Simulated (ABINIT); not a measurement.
# BP (F-43m) in ABINIT: notebook

The runs below take BP through equation of state, with PBE+D3(BJ), PBE+D4.

Program: ABINIT 10.8.3 (patched build). These are calculated values, not measurements. Logs are shortened: lines on timing, memory, paths and dates and some standing lists are left out, and cuts for length are marked. The log counts tension as positive stress, the text compression.

**The experiment to reproduce.**

“Equation of state of single-crystal cubic boron phosphide”, 2014, arxiv:1407.1677 reports, for a bulk crystal of BP at 300 K: bulk modulus 179 ± 1 GPa.

How close the calculation comes is told below.

## 1. Starting point

It takes space group F-43m (No. 216, cubic). Conventional cell: a = 4.538 Å, b = 4.538 Å, c = 4.538 Å, α = 90.00°, β = 90.00°, γ = 90.00°. Around P (site symmetry -43m) lie 4 B at 1.97 Å. B (site symmetry -43m) has 4 P at 1.97 Å as nearest neighbours.

## 2. Equation of state, PBE+D3(BJ)

Input file run.py:

```python
import json, os
import numpy as np
from ase.eos import EquationOfState
from ase.units import GPa
from ase.calculators.mixing import SumCalculator
from dftd3.ase import DFTD3
from ase.calculators.abinit import Abinit, AbinitProfile
from ase import Atoms

atoms = Atoms(['P', 'B'],
              cell=[[0.0, 2.269, 2.269], [2.269, 0.0, 2.269], [2.269, 2.269, 0.0]],
              scaled_positions=[[0.75, 0.75, 0.75], [0.0, 0.0, 0.0]],
              pbc=True)

profile = AbinitProfile(command='abinit', pp_paths=[os.path.abspath('pseudos')])
params = dict(
    pps='pawxml', xc='PBE',
    ecut=544.2277,
    pawecutdg=1088.4554,
    pawxcdev=0,
    kptopt=1,
    ngkpt=[10, 10, 10],
    nshiftk=1,
    shiftk=[0.0, 0.0, 0.0],
    ixc=11,
    nband=8,
    occopt=3,
    tsmear=0.05,
    nstep=100,
    tolvrs=1e-09,
    prtwf=0,
    prtden=0,
)

cell0 = atoms.cell.copy()
volumes, energies = [], []
for i, x in enumerate([0.94, 0.96, 0.98, 1.0, 1.02, 1.04, 1.06]):
    atoms.set_cell(cell0 * x ** (1 / 3), scale_atoms=True)
    atoms.calc = SumCalculator([Abinit(profile=profile, directory=f'v{i}', **params), DFTD3(method='pbe', damping='d3bj')])
    volumes.append(atoms.get_volume() / len(atoms))
    dft, disp = atoms.calc.mixer.calcs
    energies.append((dft.get_property('free_energy', atoms) + disp.get_property('energy', atoms)) / len(atoms))
    print(f'{x:5.2f} {volumes[-1]:10.5f} A^3/atom {energies[-1]:14.6f} eV/atom', flush=True)
    json.dump(dict(volumes=volumes, energies=energies), open('results.json', 'w'))
v0, e0, b0 = EquationOfState(volumes, energies, eos='murnaghan').fit()
print(f'V0 {v0:.4f} A^3/atom  E0 {e0:.6f} eV/atom  B0 {b0 / GPa:.2f} GPa')
```

Potentials or basis: JTH PAW PBE v2.0.

Started as:

```
> python run.py
```

Log:

```text
0.94   10.98073 A^3/atom    -130.372961 eV/atom
 0.96   11.21437 A^3/atom    -130.381386 eV/atom
 0.98   11.44800 A^3/atom    -130.384169 eV/atom
 1.00   11.68163 A^3/atom    -130.381872 eV/atom
 1.02   11.91526 A^3/atom    -130.374941 eV/atom
 1.04   12.14890 A^3/atom    -130.363820 eV/atom
 1.06   12.38253 A^3/atom    -130.348906 eV/atom
V0 11.4551 A^3/atom  E0 -130.384176 eV/atom  B0 170.67 GPa
```

abinit.in:

```text
ecut 544.2277 eV
ixc 11
kptopt 1
natom 2
nband 8
ngkpt
10 10 10
nshiftk 1
nsppol 1
nstep 100
occopt 3
pawecutdg 1088.4554 eV
pawxcdev 0
prtden 0
prtwf 0
shiftk
0.0 0.0 0.0
tolvrs 1e-09
tsmear 0.05 eV
#Definition of the unit cell
acell
1.00000000000000 1.00000000000000 1.00000000000000 Angstrom
rprim
0.00000000000000 2.31350149407601 2.31350149407601
2.31350149407601 0.00000000000000 2.31350149407601
2.31350149407601 2.31350149407601 0.00000000000000
chkprim 0 # Allow non-primitive cells
#Definition of the atom types
ntypat 2
znucl 5 15
#Enumerate different atomic species
typat
 2 1
pseudos "./pseudos/B.GGA_PBE-JTH.xml,
./pseudos/P.GGA_PBE-JTH.xml"
#Definition of the atoms
xcart
6.55782632327730 6.55782632327730 6.55782632327730
0.00000000000000 0.00000000000000 0.00000000000000
chkexit 1 # abinit.exit file in the running directory terminates after the current SCF
```

abinit.abo:

```text
.Version 10.8.3 of ABINIT
 Symmetries : space group F-4 3 m (#216); Bravais cF (face-center cubic)
================================================================================
 Values of the parameters that define the memory need of the present run
     intxc =       0    ionmov =       0      iscf =      17    lmnmax =       8
     lnmax =       4     mgfft =      27  mpssoang =       2    mqgrid =    3001
     natom =       2  nloc_mem =       2    nspden =       1   nspinor =       1
    nsppol =       1      nsym =      24    n1xccc =       1    ntypat =       2
    occopt =       3   xclevel =       2
       mpw =         728          nfft =       19683          nkpt =          47
 PAW method is used; the additional fine FFT grid is defined by:
   mgfftf=        36    nfftf =     46656
================================================================================
================================================================================

--------------------------------------------------------------------------------
------------- Echo of variables that govern the present computation ------------
--------------------------------------------------------------------------------
 -outvars: echo values of preprocessed input variables --------
            acell      1.8897261259E+00  1.8897261259E+00  1.8897261259E+00 Bohr
              amu      1.08110000E+01  3.09737620E+01
          chkexit           1
          chkprim           0
             ecut      1.99999991E+01 Hartree
              ixc          11
         kptrlatt       10    0    0      0   10    0      0    0   10
          kptrlen      6.18277795E+01
            natom           2
            nband           8
            ngfft          27      27      27
          ngfftdg          36      36      36
             nkpt          47
            nstep         100
             nsym          24
           ntypat           2
           occopt           3
        pawecutdg      3.99999982E+01 Hartree
         pawxcdev           0
           prtden           0
            prtwf           0
            rprim      0.0000000000E+00  2.3135014941E+00  2.3135014941E+00
                       2.3135014941E+00  0.0000000000E+00  2.3135014941E+00
                       2.3135014941E+00  2.3135014941E+00  0.0000000000E+00
          spgroup         216
           tolvrs      1.00000000E-09
           tsmear      1.83746611E-03 Hartree
            typat      2  1
           useylm           1
           xangst      3.4702522410E+00  3.4702522410E+00  3.4702522410E+00
                      -1.3011726084E-10 -1.3011726084E-10 -1.3011726084E-10
            xcart      6.5578263233E+00  6.5578263233E+00  6.5578263233E+00
                      -2.4588598724E-10 -2.4588598724E-10 -2.4588598724E-10
             xred      7.4999999997E-01  7.4999999997E-01  7.4999999997E-01
                      -2.8121283080E-11 -2.8121283080E-11 -2.8121283080E-11
            znucl        5.00000   15.00000

================================================================================

 chkinp: Checking input parameters for consistency.

================================================================================
== DATASET  1 ==================================================================

--- !DatasetInfo
iteration_state: {dtset: 1, }
dimensions: {natom: 2, nkpt: 47, mband: 8, nsppol: 1, nspinor: 1, nspden: 1, mpw: 728, }
cutoff_energies: {ecut:  20.0, pawecutdg:  40.0, }
electrons: {nelect:   8.00000000E+00, charge:   0.00000000E+00, occopt:   3.00000000E+00, tsmear:   1.83746611E-03, }
meta: {optdriver: 0, ionmov: 0, optcell: 0, iscf: 17, paral_kgb: 0, }
[... 82 lines left out ...]
entropy   :   0.00000000E+00
fermie    :   3.07226211E-01
cartesian_stress_tensor: # hartree/bohr^3
- [  2.60491473E-04,   0.00000000E+00,   0.00000000E+00, ]
- [  0.00000000E+00,   2.60491473E-04,   0.00000000E+00, ]
- [  0.00000000E+00,   0.00000000E+00,   2.60491473E-04, ]
pressure_GPa:  -7.6639E+00
xred      :
- [  7.5000E-01,   7.5000E-01,   7.5000E-01,  P]
- [ -2.8121E-11,  -2.8121E-11,  -2.8121E-11,  B]
cartesian_forces: # hartree/bohr
- [  8.66109933E-30,   8.66109933E-30,  -2.59832980E-29, ]
- [ -8.66109933E-30,  -8.66109933E-30,   2.59832980E-29, ]
force_length_stats: {min:   2.87256167E-29, max:   2.87256167E-29, mean:   2.87256167E-29, }
...

 Integrated electronic density in atomic spheres:
 ------------------------------------------------
 Atom  Sphere_radius  Integrated_density
    1        1.60765          1.60427229
    2        1.70617          1.77073224

================================================================================

 ----iterations are completed or convergence reached----

 Mean square residual over all n,k,spin=   40.535E-12; max=  56.020E-10
 reduced coordinates (array xred) for    2 atoms
       0.749999999972      0.749999999972      0.749999999972
      -0.000000000028     -0.000000000028     -0.000000000028
 rms dE/dt=  9.5940E-29; max dE/dt=  1.3463E-28; dE/dt below (all hartree)
    1       0.000000000000      0.000000000000     -0.000000000000
    2      -0.000000000000     -0.000000000000      0.000000000000

 cartesian coordinates (angstrom) at end:
    1      3.47025224098390     3.47025224098390     3.47025224098390
    2     -0.00000000013012    -0.00000000013012    -0.00000000013012

 cartesian forces (hartree/bohr) at end:
    1      0.00000000000000     0.00000000000000    -0.00000000000000
    2     -0.00000000000000    -0.00000000000000     0.00000000000000
 frms,max,avg= 1.6584743E-29 2.5983298E-29   0.000E+00  0.000E+00  0.000E+00 h/b

 cartesian forces (eV/Angstrom) at end:
    1      0.00000000000000     0.00000000000000    -0.00000000000000
    2     -0.00000000000000    -0.00000000000000     0.00000000000000
 frms,max,avg= 8.5282175E-28 1.3361149E-27   0.000E+00  0.000E+00  0.000E+00 e/A
 length scales=  1.889726125908  1.889726125908  1.889726125908 bohr
              =  1.000000000000  1.000000000000  1.000000000000 angstroms
 Fermi (or HOMO) energy (hartree) =   0.30723   Average Vxc (hartree)=  -0.39222
 Eigenvalues (hartree) for nkpt=  47  k points:
 kpt#   1, nband=  8, wtk=  0.00100, kpt=  0.0000  0.0000  0.0000 (reduced coord)
  -0.26595    0.28362    0.28362    0.28362    0.40566    0.40566    0.40566    0.52236
      occupation numbers for kpt#   1
   2.00000    1.99999    1.99999    1.99999    0.00000    0.00000    0.00000    0.00000
 prteigrs : prtvol=0 or 1, do not print more k-points.

--- !EnergyTerms
iteration_state     : {dtset: 1, }
comment             : Components of total free energy in Hartree
kinetic             :  4.27194215332050E+00
hartree             :  6.57321516588485E-01
xc                  : -3.39809265956621E+00
Ewald energy        : -1.02898075945862E+01
psp_core            :  2.22081819376131E-01
local_psp           : -3.08000211163581E+00
PAW spherical_terms :  2.05849613432256E+00
internal            : -9.55806074218058E+00
'-kT*entropy'       : -8.67215442461607E-10
total_energy        : -9.55806074304779E+00
total_energy_eV     : -2.60088082641622E+02
...

--- !EnergyTermsDC
iteration_state     : {dtset: 1, }
comment             : '"Double-counting" decomposition of free energy'
band_energy         :  4.24894280573035E-01
Ewald energy        : -1.02898075945862E+01
psp_core            :  2.22081819376131E-01
xc_dc               : -2.15722561938575E-01
PAW spherical_terms :  3.00495628961632E-01
internal            : -9.55805842761400E+00
'-kT*entropy'       : -8.67215442461607E-10
total_energy_dc     : -9.55805842848121E+00
total_energy_dc_eV  : -2.60088019659056E+02
...

--- !EnergyTermsWithPAWCore
iteration_state     : {dtset: 1, }
comment             : 'Components of total free energy, including PAW core contributions'
Total energy        : -3.66978402824356E+02
Total energy DC     : -3.66978400509789E+02
Total energy (eV)   : -9.98599106318675E+03
Total energy DC (eV): -9.98599100020418E+03
...

 Cartesian components of stress tensor (hartree/bohr^3)
  sigma(1 1)=  2.60491473E-04  sigma(3 2)=  0.00000000E+00
  sigma(2 2)=  2.60491473E-04  sigma(3 1)=  0.00000000E+00
  sigma(3 3)=  2.60491473E-04  sigma(2 1)=  0.00000000E+00

-Cartesian components of stress tensor (GPa)         [Pressure= -7.6639E+00 GPa]
- sigma(1 1)=  7.66392374E+00  sigma(3 2)=  0.00000000E+00
- sigma(2 2)=  7.66392374E+00  sigma(3 1)=  0.00000000E+00
- sigma(3 3)=  7.66392374E+00  sigma(2 1)=  0.00000000E+00

== END DATASET(S) ==============================================================
================================================================================

 -outvars: echo values of variables after computation  --------
            acell      1.8897261259E+00  1.8897261259E+00  1.8897261259E+00 Bohr
           etotal     -9.5580584285E+00
            fcart      8.6610993298E-30  8.6610993298E-30 -2.5983297990E-29
                      -8.6610993298E-30 -8.6610993298E-30  2.5983297990E-29
            rprim      0.0000000000E+00  2.3135014941E+00  2.3135014941E+00
                       2.3135014941E+00  0.0000000000E+00  2.3135014941E+00
                       2.3135014941E+00  2.3135014941E+00  0.0000000000E+00
           strten      2.6049147328E-04  2.6049147328E-04  2.6049147328E-04
                       0.0000000000E+00  0.0000000000E+00  0.0000000000E+00
           xangst      3.4702522410E+00  3.4702522410E+00  3.4702522410E+00
                      -1.3011726084E-10 -1.3011726084E-10 -1.3011726084E-10
             xred      7.4999999997E-01  7.4999999997E-01  7.4999999997E-01
                      -2.8121283080E-11 -2.8121283080E-11 -2.8121283080E-11
 Calculation completed.
```

Wall time 83 s (1 thread of Intel Xeon Platinum 8259CL at 2.50GHz (Skylake/Cascade Lake), shared host); peak memory 0.09 GiB.

Results:

```yaml
Equilibrium_volume: 11.46 Å³/atom
Bulk_modulus: 171 GPa
Pressure_derivative_of_the_bulk_modulus: 3.8
```

Energy against volume, from the lowest point:
| volume (Å³/atom) | energy (meV/atom) |
| --- | --- |
| 10.981 | 11.21 |
| 11.214 | 2.78 |
| 11.448 | 0.00 |
| 11.682 | 2.30 |
| 11.915 | 9.23 |
| 12.149 | 20.35 |
| 12.383 | 35.26 |

Caveat: pressures at fixed basis lie under the slope of the energies; the log and the count of SCF iterations are those of the last ABINIT call alone.

[end of part 1 of 2]
